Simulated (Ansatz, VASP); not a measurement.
## Pb: VASP beside Ansatz

The input INCAR:

```
SYSTEM = Pb
PREC = Accurate
ENCUT = 520
EDIFF = 1E-6
ISMEAR = -1
SIGMA = 0.05
LREAL = .FALSE.
LASPH = .TRUE.
NELM = 60
ALGO = Normal
ISIF = 2
LWAVE = .FALSE.
LCHARG = .FALSE.
GGA = PE
NBANDS = 13
```

File KPOINTS:

```
Automatic mesh
0
G
  9 9 9
  0 0 0
```

POSCAR

```
Pb
1.0
    0.0000000000      2.5075897876      2.5075897876
    2.5075897876      0.0000000000      2.5075897876
    2.5075897876      2.5075897876      0.0000000000
Pb
1
Direct
    0.0000000000      0.0000000000      0.0000000000
```

input.yaml

```yaml
crystal:
  lattice:
    - [0.0, 2.5075897876, 2.5075897876]
    - [2.5075897876, 0.0, 2.5075897876]
    - [2.5075897876, 2.5075897876, 0.0]
  atoms:
    - { symbol: Pb, position: [0.0, 0.0, 0.0] }
kpoints:
  mp_grid: { grid: [9, 9, 9] }
scf:
  occupations: { method: fermi_dirac, width: 0.05 }
hamiltonian:
  xc: pbe
  pseudopotentials: { kind: all_electron, lapw: { basis_error: 0.0005 } }
output:
  forces: true
  stress: true
  eigenvalues: true
```

Change from the starting cell: volume scaled by 1.04.

Alike in both runs: task single point; functional PBE; k mesh 9 × 9 × 9; occupations fermi-dirac, width 0.05 eV; no spin polarisation.

|  | VASP | Ansatz |
| --- | --- | --- |
| version | VASP 6.6.1 | Ansatz 0.2.0 |
| potentials or method | VASP PAW PBE potentials, release 64 (Pb_d) | all-electron LAPW, scalar-relativistic |
| plane-wave cutoff (eV) | 520 | see its input |

|  | VASP | Ansatz | Ansatz less VASP |
| --- | --- | --- | --- |
| gap on the k mesh at the Fermi level (eV) | none | none | - |
| pressure (GPa) | 0.4 | 0.4 | +0.06 |

A gap of «none» marks a metal or a gap that the smearing closes. Ansatz ran all-electron here, so the differences hold the error of VASP's frozen core and of both bases.

The runs have no spin-orbit coupling, so splittings on Pb are missing.
